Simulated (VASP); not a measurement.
Wanted: the native input for a VASP 6.6.1 run.

- Task: band structure
- Functional: LDA
- Potentials or basis: VASP PAW LDA potentials, release 64 (In_d, As)
- Cutoff: 520 eV
- k mesh: 10 × 10 × 10
- Occupations: gaussian, width 0.02 eV
- Spin: no spin polarisation
- Further INCAR settings: ALGO = Normal; EDIFF = 1e-07

The system is InAs.

```
CELL_PARAMETERS angstrom
0.00000 3.01563 3.01563
3.01563 0.00000 3.01563
3.01563 3.01563 0.00000
ATOMIC_POSITIONS crystal
In 0.00000 0.00000 0.00000
As 0.25000 0.25000 0.25000
```

One way to write it, as run:

POSCAR

```
InAs                                    
1.0
    0.0000000000      3.0156323196      3.0156323196
    3.0156323196      0.0000000000      3.0156323196
    3.0156323196      3.0156323196      0.0000000000
  In              As            
     1     1
Direct
     0.0000000000000000    0.0000000000000000    0.0000000000000000
     0.2500000000000000    0.2500000000000000    0.2500000000000000
```

INCAR.step1

```
PREC = Accurate
ENCUT = 520
EDIFF = 1E-7
ISMEAR = 0
SIGMA = 0.02
LREAL = False
LASPH = True
NELM = 100
ALGO = Normal
ISIF = 2
LWAVE = False
LCHARG = True
```

KPOINTS.step1

```
Automatic mesh
0
Gamma
  10 10 10
```

INCAR.step2

```
PREC = Accurate
ENCUT = 520
EDIFF = 1E-7
ISMEAR = 0
SIGMA = 0.05
LREAL = False
LASPH = True
NELM = 100
ALGO = Normal
ISIF = 2
LWAVE = False
LCHARG = False
ICHARG = 11
```

KPOINTS.step2

```
path GXWKGLUWLK,UX
20
line-mode
reciprocal
 0.0000000000  0.0000000000  0.0000000000  G
 0.5000000000  0.0000000000  0.5000000000  X

 0.5000000000  0.0000000000  0.5000000000  X
 0.5000000000  0.2500000000  0.7500000000  W

 0.5000000000  0.2500000000  0.7500000000  W
 0.3750000000  0.3750000000  0.7500000000  K

 0.3750000000  0.3750000000  0.7500000000  K
 0.0000000000  0.0000000000  0.0000000000  G

 0.0000000000  0.0000000000  0.0000000000  G
 0.5000000000  0.5000000000  0.5000000000  L

 0.5000000000  0.5000000000  0.5000000000  L
 0.6250000000  0.2500000000  0.6250000000  U

 0.6250000000  0.2500000000  0.6250000000  U
 0.5000000000  0.2500000000  0.7500000000  W

 0.5000000000  0.2500000000  0.7500000000  W
 0.5000000000  0.5000000000  0.5000000000  L

 0.5000000000  0.5000000000  0.5000000000  L
 0.3750000000  0.3750000000  0.7500000000  K

 0.6250000000  0.2500000000  0.6250000000  U
 0.5000000000  0.0000000000  0.5000000000  X
```

Potentials or basis: VASP PAW LDA potentials, release 64 (In_d, As).

The run is started by

```bash
$ cat potpaw_LDA.64/In_d/POTCAR potpaw_LDA.64/As/POTCAR > POTCAR
$ cp INCAR.step1 INCAR
$ cp KPOINTS.step1 KPOINTS
$ mpirun -np 1 vasp_std > vasp.out
$ cp INCAR.step2 INCAR
$ cp KPOINTS.step2 KPOINTS
$ mpirun -np 1 vasp_std > vasp.out
```

Results of the run:

```json
{"Band gap along the path": "none (metal or under the smearing width)"}
```

Caveat: the log is that of the step along the path at fixed density, whose energy, stress, charges and moments have no meaning; spin-orbit coupling is left out, which moves the levels of the heavy elements; this crystal is a semiconductor, whose small gap the functional closes, so the metal is an error of the method.

Run time: 65 s on 1 thread of AMD EPYC 9R45 96-Core Processor (Zen 5), with other jobs on the host, peak memory 0.24 GiB.
